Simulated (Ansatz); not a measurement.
The system is BN.

```
N B
1.0
     2.55394    0.00000    0.00000
    -1.27697    2.21178    0.00000
     0.00000    0.00000    4.22685
N B
2 2
Direct
  0.33333 0.66667 0.12528
  0.66667 0.33333 0.62528
  0.33333 0.66667 0.49972
  0.66667 0.33333 0.99972
```

Measurements of this composition are mostly on another form, of space group No. 194.

* Program: Ansatz 0.2.0
* Task: single point
* Functional: PBE
* Potentials or basis: Ansatz PAW
* Cutoff: 420 eV (not typed: the program's choice for these potentials)
* k mesh: 12 × 12 × 6
* Occupations: fermi-dirac, width 0.05 eV
* Spin: no spin polarisation

On this cell: pressure 0.0 GPa; largest force 0.016 eV/Å; band gap on the k mesh 5.21 eV, indirect (least direct gap 8.24 eV).

The same run follows on a disturbed copy (atoms moved at random, drawn with an rms of 0.05 Å):

```
N B
1.0
     2.55394    0.00000    0.00000
    -1.27697    2.21178    0.00000
     0.00000    0.00000    4.22685
N B
2 2
Direct
  0.33349 0.65369 0.12233
  0.66826 0.32131 0.62147
  0.32327 0.67179 0.48849
  0.69674 0.34690 0.99522
```

Problem. What changes?

Solution. The energy moves by +31.4 meV/atom; pressure 1.3 GPa; largest force 1.814 eV/Å; band gap on the k mesh 4.49 eV, indirect (least direct gap 7.38 eV).

Forces in eV/Å, atoms in the order of the input:
```
N    0.733  1.240 -0.354
N   -0.597  0.922 -0.349
B    1.043 -0.824  1.039
B   -1.179 -1.338 -0.336
```

Stress tensor (GPa, compression positive):
```
2.18 1.03 0.76
1.03 1.38 1.17
0.76 1.17 0.31
```

A k mesh can miss the band edges.
